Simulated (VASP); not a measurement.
# Sc (I4/mmm) in VASP: a series of runs, part 3 of 3

VASP 6.6.1.

## (6) Band structure, PBE+D3, collinear spin, zero start

POSCAR reads:

```
Sc
1.0
   -1.9172054859      1.9172054859      1.7176030000
    1.9172054859     -1.9172054859      1.7176030000
    1.9172054859      1.9172054859     -1.7176030000
Sc
1
Direct
    0.0000000000      0.0000000000      0.0000000000
```

INCAR.step1 reads:

```
PREC = Accurate
ENCUT = 520
EDIFF = 1E-7
ISMEAR = 1
SIGMA = 0.1
LREAL = F
LASPH = T
NELM = 80
ALGO = Normal
ISIF = 2
LWAVE = F
LCHARG = T
ISPIN = 2
MAGMOM = 0
LORBIT = 11
LMAXMIX = 4
GGA = PE
IVDW = 11
NBANDS = 16
```

KPOINTS.step1 reads:

```
Automatic mesh
0
Gamma
  10 10 10
```

INCAR.step2 reads:

```
PREC = Accurate
ENCUT = 520
EDIFF = 1E-7
ISMEAR = 0
SIGMA = 0.05
LREAL = F
LASPH = T
NELM = 80
ALGO = Normal
ISIF = 2
LWAVE = F
LCHARG = F
ISPIN = 2
MAGMOM = 0
LORBIT = 11
LMAXMIX = 4
GGA = PE
IVDW = 11
NBANDS = 16
ICHARG = 11
```

KPOINTS.step2 reads:

```
path GXMGZPNZ1M,XP
10
line-mode
reciprocal
 0.0000000000  0.0000000000  0.0000000000  G
 0.0000000000  0.0000000000  0.5000000000  X

 0.0000000000  0.0000000000  0.5000000000  X
-0.5000000000  0.5000000000  0.5000000000  M

-0.5000000000  0.5000000000  0.5000000000  M
 0.0000000000  0.0000000000  0.0000000000  G

 0.0000000000  0.0000000000  0.0000000000  G
 0.4506542037  0.4506542037 -0.4506542037  Z

 0.4506542037  0.4506542037 -0.4506542037  Z
 0.2500000000  0.2500000000  0.2500000000  P

 0.2500000000  0.2500000000  0.2500000000  P
 0.0000000000  0.5000000000  0.0000000000  N

 0.0000000000  0.5000000000  0.0000000000  N
-0.4506542037  0.5493457963  0.4506542037  Z1

-0.4506542037  0.5493457963  0.4506542037  Z1
-0.5000000000  0.5000000000  0.5000000000  M

 0.0000000000  0.0000000000  0.5000000000  X
 0.2500000000  0.2500000000  0.2500000000  P
```

Potentials or basis: VASP PAW PBE potentials, release 64 (Sc_sv).

On the command line:

```console
$ cat potpaw_PBE.64/Sc_sv/POTCAR > POTCAR
$ cp INCAR.step1 INCAR
$ cp KPOINTS.step1 KPOINTS
$ mpirun -np 1 vasp_std > vasp.out
$ cp INCAR.step2 INCAR
$ cp KPOINTS.step2 KPOINTS
$ mpirun -np 1 vasp_std > vasp.out
```

OUTCAR:

```text
PREC = Accurate
   ENCUT = 520
   EDIFF = 1E-7
   ISMEAR = 0
   LREAL = F
   LASPH = T
   NELM = 80
   ISIF = 2
   ISPIN = 2
   LORBIT = 11
   GGA = PE
   IVDW = 11
   ICHARG = 11
 IVDW          = 11

 ion  position               nearest neighbor table
   1  0.000  0.000  0.000-

  LATTYP: Found a body centered tetragonal cell.
 ALAT       =     3.8344109718
 C/A-ratio  =     0.8958888406

  Lattice vectors:

 A1 = (  -1.9172054859,   1.9172054859,   1.7176030000)
 A2 = (   1.9172054859,  -1.9172054859,   1.7176030000)
 A3 = (   1.9172054859,   1.9172054859,  -1.7176030000)

Analysis of symmetry for initial positions (statically):
=====================================================================
 Subroutine PRICEL returns:
 Original cell was already a primitive cell.

 Routine SETGRP: Setting up the symmetry group for a
 body centered tetragonal supercell.

 Subroutine GETGRP returns: Found 16 space group operations
 (whereof 16 operations were pure point group operations)
 out of a pool of 16 trial point group operations.

The static configuration has the point symmetry D_4h.

Analysis of symmetry for dynamics (positions and initial velocities):
=====================================================================
 Subroutine PRICEL returns:
 Original cell was already a primitive cell.

 Routine SETGRP: Setting up the symmetry group for a
 body centered tetragonal supercell.

 Subroutine GETGRP returns: Found 16 space group operations
 (whereof 16 operations were pure point group operations)
 out of a pool of 16 trial point group operations.

The dynamic configuration has the point symmetry D_4h.

Analysis of structural, dynamic, and magnetic symmetry:
=====================================================================
 Subroutine PRICEL returns:
 Original cell was already a primitive cell.

 Routine SETGRP: Setting up the symmetry group for a
 body centered tetragonal supercell.

 Subroutine GETGRP returns: Found 16 space group operations
 (whereof 16 operations were pure point group operations)
 out of a pool of 16 trial point group operations.
[... 162 lines left out ...]
  free energy    TOTEN  =        -6.32970568 eV

  energy without entropy =       -6.32733420  energy(sigma->0) =       -6.32851994

 E-fermi :   3.3912     XC(G=0):  -9.7843

 val. band max:        3.3773050465   @ k =   0.1944   0.3056   0.1944
 cond. band min:       3.4237772776   @ k =   0.2222   0.2222   0.2778
 fundamental gap:      0.0464722312
 Fermi energy:         3.3912423291

 spin component 1

 k-point     1 :       0.0000    0.0000    0.0000
  band No.  band energies     occupation
      1     -45.9975      1.00000
      2     -24.4284      1.00000
      3     -24.4284      1.00000
      4     -24.3990      1.00000
      5      -1.5373      1.00000
      6       4.6589      0.00000
[... 739 lines left out ...]
      5       2.4574      1.00000
      6       2.6572      1.00000
[... 8 lines left out ...]
     15      18.0417      0.00000
     16      25.8181      0.00000

 [... further k-points ...]

 spin component 2

 k-point     1 :       0.0000    0.0000    0.0000
  band No.  band energies     occupation
      1     -45.9975      1.00000
      2     -24.4283      1.00000
      3     -24.4283      1.00000
      4     -24.3990      1.00000
      5      -1.5373      1.00000
      6       4.6589      0.00000
[... 739 lines left out ...]
      5       2.4574      1.00000
      6       2.6573      1.00000
[... 8 lines left out ...]
     15      18.0417      0.00000
     16      25.8181      0.00000

 [... further k-points ...]

------------------------ aborting loop because EDIFF is reached ----------------------------------------

 total charge

# of ion       s       p       d       tot
------------------------------------------
    1        2.186   6.012   1.286   9.484

 magnetization (x)

# of ion       s       p       d       tot
------------------------------------------
    1        0.000   0.000   0.000   0.000

 Edisp (eV)   -0.25666

 E8    (eV) :    -0.1452

  FORCE on cell =-STRESS in cart. coord.  units (eV):
  Direction    XX          YY          ZZ          XY          YZ          ZX
  --------------------------------------------------------------------------------------
  -------------------------------------------------------------------------------------
  Total      -0.52455    -0.52455    -1.16173     0.00000     0.00000     0.00000
  in kB     -33.27977   -33.27977   -73.70482     0.00000     0.00000     0.00000
  external pressure =      -46.75 kB  Pullay stress =        0.00 kB

 VOLUME and BASIS-vectors are now :
 -----------------------------------------------------------------------------
  energy-cutoff  :      520.00
  volume of cell :       25.25
      direct lattice vectors                 reciprocal lattice vectors
    -1.917205486  1.917205486  1.717603000     0.000000000  0.260796249  0.291103357
     1.917205486 -1.917205486  1.717603000     0.260796249  0.000000000  0.291103357
     1.917205486  1.917205486 -1.717603000     0.260796249  0.260796249  0.000000000

 POSITION                                       TOTAL-FORCE (eV/Angst)
 -----------------------------------------------------------------------------------
      0.00000      0.00000      0.00000         0.000000      0.000000      0.000000
 -----------------------------------------------------------------------------------
    total drift:                                0.000000      0.000000      0.000000

  FREE ENERGIE OF THE ION-ELECTRON SYSTEM (eV)
  ---------------------------------------------------
  free  energy   TOTEN  =        -6.5863702072 eV

  energy  without entropy=       -6.5839987297  energy(sigma->0) =       -6.58518447

 total charge

# of ion       s       p       d       tot
------------------------------------------
    1        2.186   6.012   1.286   9.484

 magnetization (x)

# of ion       s       p       d       tot
------------------------------------------
    1        0.000   0.000   0.000   0.000
```

OSZICAR.step1:

```text
N       E                     dE             d eps       ncg     rms          rms(c)
DAV:   1     0.736534212350E+02    0.73653E+02   -0.47999E+03  6600   0.670E+02
DAV:   2    -0.561285818969E+01   -0.79266E+02   -0.77045E+02  6648   0.221E+02
DAV:   3    -0.689013783909E+01   -0.12773E+01   -0.12746E+01  8472   0.351E+01
DAV:   4    -0.690938504877E+01   -0.19247E-01   -0.19247E-01  7072   0.367E+00
DAV:   5    -0.690990363686E+01   -0.51859E-03   -0.51859E-03 10128   0.693E-01    0.529E+00
DAV:   6    -0.622808927445E+01    0.68181E+00   -0.60012E-01  7984   0.108E+01    0.155E+00
DAV:   7    -0.614482262996E+01    0.83267E-01   -0.12739E-01  9976   0.439E+00    0.654E-01
DAV:   8    -0.613996629181E+01    0.48563E-02   -0.16874E-02  6928   0.167E+00    0.228E-01
DAV:   9    -0.613867240781E+01    0.12939E-02   -0.25588E-03  7912   0.716E-01    0.334E-02
DAV:  10    -0.613865727882E+01    0.15129E-04   -0.85273E-05  9880   0.105E-01    0.710E-03
DAV:  11    -0.613865667569E+01    0.60313E-06   -0.13130E-06  9848   0.118E-02    0.206E-03
DAV:  12    -0.613865727995E+01   -0.60426E-06   -0.84194E-08  6656   0.346E-03    0.728E-04
DAV:  13    -0.613865738522E+01   -0.10527E-06   -0.19701E-08  3680   0.130E-03    0.228E-04
DAV:  14    -0.613865736331E+01    0.21911E-07   -0.66359E-09  3464   0.743E-04
   1 F= -.63953219E+01 E0= -.63952936E+01  d E =-.848459E-04  mag=     0.0000
```

It took 46 s on 1 thread of Intel Xeon 6975P-C (Granite Rapids), shared host; peak memory 0.18 GiB.

Results:

| Property | Result |
| --- | --- |
| Band gap along the path | none (metal or under the smearing width) |
| Net moment | 0.00 μB per cell |
| Dispersion energy per atom | -0.257 eV |

Levels at the corners of the path, in eV from the Fermi level:
Spin up:
| point | band 4 | band 5 | band 6 | band 7 | band 8 | band 9 |
| --- | --- | --- | --- | --- | --- | --- |
| Γ | -28.04 | -5.18 | 1.01 | 1.70 | 1.70 | 2.34 |
| X | -28.06 | -1.83 | 0.06 | 0.86 | 2.24 | 2.87 |
| X | -28.06 | -1.83 | 0.06 | 0.86 | 2.24 | 2.87 |
| M | -28.24 | -1.28 | -1.06 | 3.72 | 3.72 | 3.86 |
| M | -28.24 | -1.28 | -1.06 | 3.72 | 3.72 | 3.86 |
| Γ | -28.04 | -5.18 | 1.01 | 1.70 | 1.70 | 2.34 |
| Γ | -28.04 | -5.18 | 1.01 | 1.70 | 1.70 | 2.34 |
| Z | -28.25 | -1.19 | -0.99 | 3.24 | 3.24 | 3.78 |
| Z | -28.25 | -1.19 | -0.99 | 3.24 | 3.24 | 3.78 |
| P | -28.24 | -0.31 | -0.31 | -0.02 | 2.97 | 3.22 |
| P | -28.24 | -0.31 | -0.31 | -0.02 | 2.97 | 3.22 |
| N | -28.08 | -1.69 | 0.06 | 0.63 | 2.74 | 3.45 |
| N | -28.08 | -1.69 | 0.06 | 0.63 | 2.74 | 3.45 |
| Z1 | -28.25 | -1.19 | -0.99 | 3.24 | 3.24 | 3.78 |
| Z1 | -28.25 | -1.19 | -0.99 | 3.24 | 3.24 | 3.78 |
| M | -28.24 | -1.28 | -1.06 | 3.72 | 3.72 | 3.86 |
| X | -28.06 | -1.83 | 0.06 | 0.86 | 2.24 | 2.87 |
| P | -28.24 | -0.31 | -0.31 | -0.02 | 2.97 | 3.22 |
Spin down:
```
point  band 2  band 3  band 4  band 5  band 6  band 7  band 8  band 9  band 10  band 11
    Γ  -28.07  -28.07  -28.04   -5.18    1.01    1.70    1.70    2.34     3.11    13.40
    X  -28.43  -28.14  -28.06   -1.83    0.06    0.86    2.24    2.87     3.98     6.39
    X  -28.43  -28.14  -28.06   -1.83    0.06    0.86    2.24    2.87     3.98     6.39
    M  -28.35  -28.35  -28.24   -1.28   -1.06    3.72    3.72    3.86     5.23     5.23
    M  -28.35  -28.35  -28.24   -1.28   -1.06    3.72    3.72    3.86     5.23     5.23
    Γ  -28.07  -28.07  -28.04   -5.18    1.01    1.70    1.70    2.34     3.11    13.40
    Γ  -28.07  -28.07  -28.04   -5.18    1.01    1.70    1.70    2.34     3.11    13.40
    Z  -28.34  -28.34  -28.25   -1.19   -0.99    3.24    3.24    3.78     5.86     5.86
    Z  -28.34  -28.34  -28.25   -1.19   -0.99    3.24    3.24    3.78     5.86     5.86
    P  -28.27  -28.24  -28.24   -0.31   -0.31   -0.02    2.97    3.22     6.60     6.82
    P  -28.27  -28.24  -28.24   -0.31   -0.31   -0.02    2.97    3.22     6.60     6.82
    N  -28.42  -28.19  -28.08   -1.69    0.06    0.63    2.74    3.45     4.02     6.97
    N  -28.42  -28.19  -28.08   -1.69    0.06    0.63    2.74    3.45     4.02     6.97
   Z1  -28.34  -28.34  -28.25   -1.19   -0.99    3.24    3.24    3.78     5.86     5.86
   Z1  -28.34  -28.34  -28.25   -1.19   -0.99    3.24    3.24    3.78     5.86     5.86
    M  -28.35  -28.35  -28.24   -1.28   -1.06    3.72    3.72    3.86     5.23     5.23
    X  -28.43  -28.14  -28.06   -1.83    0.06    0.86    2.24    2.87     3.98     6.39
    P  -28.27  -28.24  -28.24   -0.31   -0.31   -0.02    2.97    3.22     6.60     6.82
```

Caveat: the log is that of the step along the path at fixed density, whose energy, stress, charges and moments have no meaning; pairwise dispersion overbinds metals, which lowers pressure and volume.

## (7) For comparison

An earlier run on the cell as given: functional PBE; potentials or basis VASP PAW PBE potentials, release 64 (Sc_sv); cutoff 520 eV; k mesh 10 × 10 × 10; occupations fermi-dirac, width 0.05 eV; no spin polarisation.

* Pressure: -0.8 GPa
* Band gap on the k mesh: none (metal or under the smearing width)

## (8) The runs side by side

| task | level | potentials or basis | spin | U | cell | k mesh | cutoff (eV) | smearing | other keys | gap on the mesh (eV) | pressure (GPa) | moment (μB) |
| --- | --- | --- | --- | --- | --- | --- | --- | --- | --- | --- | --- | --- |
| density of states | PW91+D3(BJ) | VASP PAW PBE potentials, release 64 (Sc_sv) | off | - | as given | 10 × 10 × 10 | 520 | tetrahedron | - | none | -2.8 | - |
| electric field gradients | PBE+D3+U | VASP PAW PBE potentials, release 64 (Sc_sv) | off | Sc d U = 5 eV | volume scaled by 0.92 | 7 × 7 × 8 | 500 | tetrahedron | ISMEAR = -5; SIGMA = 0.005; ALGO = Fast | none | 12.4 | - |
| hyperfine couplings | revTPSS | VASP PAW PBE potentials, release 64 (Sc_sv_GW) | collinear, ferromagnetic start | - | as given | 10 × 10 × 10 | 550 | methfessel-paxton 0.1 eV | - | none | -2.4 | 0.00 |
| density of states | optB88-vdW | VASP PAW PBE potentials, release 64 (Sc_sv) | off | - | as given | 10 × 10 × 10 | 520 | tetrahedron | - | none | -2.5 | - |
| band structure | PBE+D3 | VASP PAW PBE potentials, release 64 (Sc_sv) | collinear, zero start | - | as given | 10 × 10 × 10 | 520 | methfessel-paxton 0.1 eV | - | - | - | 0.00 |
| single point | PBE | VASP PAW PBE potentials, release 64 (Sc_sv) | off | - | as given | 10 × 10 × 10 | 520 | fermi-dirac 0.05 eV | - | none | -0.8 | - |

Caveats: the PAW data sets were made with another functional, which shifts forces and pressure a little (some runs); pairwise dispersion overbinds metals, which lowers pressure and volume (some runs); U without spin polarisation on a metal has little footing (some runs); the U is typed as a test and isn't derived for this compound (some runs).

Total energies depend on the potentials used, so only differences within one code and one set of settings carry meaning.
